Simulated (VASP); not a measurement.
Ge4H: phonons with PBE+D3(BJ)

Slab: Ge4H, a slab with vacuum.

```
Ge H
1.0
     4.00081    0.00000    0.00000
    -2.00041    3.46480    0.00000
     0.00000    0.00000   25.73661
Ge H
8 2
Direct
  0.00000 0.00000 0.29389
  0.66667 0.33333 0.32484
  0.66667 0.33333 0.42019
  0.33333 0.66667 0.45231
  0.33333 0.66667 0.54769
  0.00000 0.00000 0.57981
  0.00000 0.00000 0.67516
  0.66667 0.33333 0.70611
  0.66667 0.33333 0.76648
  0.00000 0.00000 0.23352
```

The cell was built by a generator and needn't be a form met in nature.

```yaml
Program: VASP 6.6.1
Task: phonons
Functional: PBE
Dispersion: D3(BJ)
Potentials_or_basis: VASP PAW PBE potentials, release 64 (Ge_d, H)
Cutoff: 600 eV
k_mesh: 6 × 6 × 1
Occupations: fermi-dirac, width 0.05 eV
Spin: no spin polarisation
Further_INCAR_settings: ALGO = Normal; EDIFF = 1e-08; IBRION = 6; POTIM = 0.015; NSW = 1
```

- Highest phonon frequency at Γ, LO-TO splitting left out: 1987 cm⁻¹
- Dispersion energy per atom: -0.207 eV

The path:
| step | energy change (eV) | largest force (eV/Å) | pressure (GPa) | volume (Å³) |
| --- | --- | --- | --- | --- |
| 1 | 0.0000 | 0.0182 | 0.48 | 356.76 |
| 2 | 0.0000 | 0.0108 | 0.48 | 356.76 |
| 3 | 0.0000 | 0.0124 | 0.48 | 356.76 |
| 4 | -0.0001 | 0.0071 | 0.48 | 356.76 |
| 5 | -0.0001 | 0.0232 | 0.46 | 356.76 |
| 6 | -0.0001 | 0.0167 | 0.47 | 356.76 |
| 7 | -0.0001 | 0.0156 | 0.47 | 356.76 |
| 8 | -0.0001 | 0.0127 | 0.46 | 356.76 |
| 9 | -0.0002 | 0.0083 | 0.46 | 356.76 |
| 10 | -0.0002 | 0.0203 | 0.44 | 356.76 |
| 11 | -0.0002 | 0.0128 | 0.43 | 356.76 |
| 12 | -0.0002 | 0.0068 | 0.43 | 356.76 |
| 13 | -0.0002 | 0.0078 | 0.43 | 356.76 |
| 14 | -0.0002 | 0.0076 | 0.43 | 356.76 |
| 15 | -0.0002 | 0.0051 | 0.43 | 356.76 |
| 16 | -0.0002 | 0.0033 | 0.43 | 356.76 |
| 17 | -0.0002 | 0.0038 | 0.43 | 356.76 |
| 18 | -0.0002 | 0.0036 | 0.43 | 356.76 |
| 19 | -0.0002 | 0.0037 | 0.43 | 356.76 |
| 20 | -0.0002 | 0.0016 | 0.43 | 356.76 |

Phonon frequencies in cm⁻¹ (negative: imaginary):
```tsv
q point	frequencies
(0.000, 0.000, 0.000)	-1 -1 0 34 34 51 51 56 56 67 133 187 220 262 283 284 284 288 288 290 290 292 292 294 538 538 543 543 1983 1987
```

Wall time 44 min on 4 MPI ranks on AMD EPYC 9R45 (Zen 5), on a shared host, peak memory 1.1 GiB a rank.
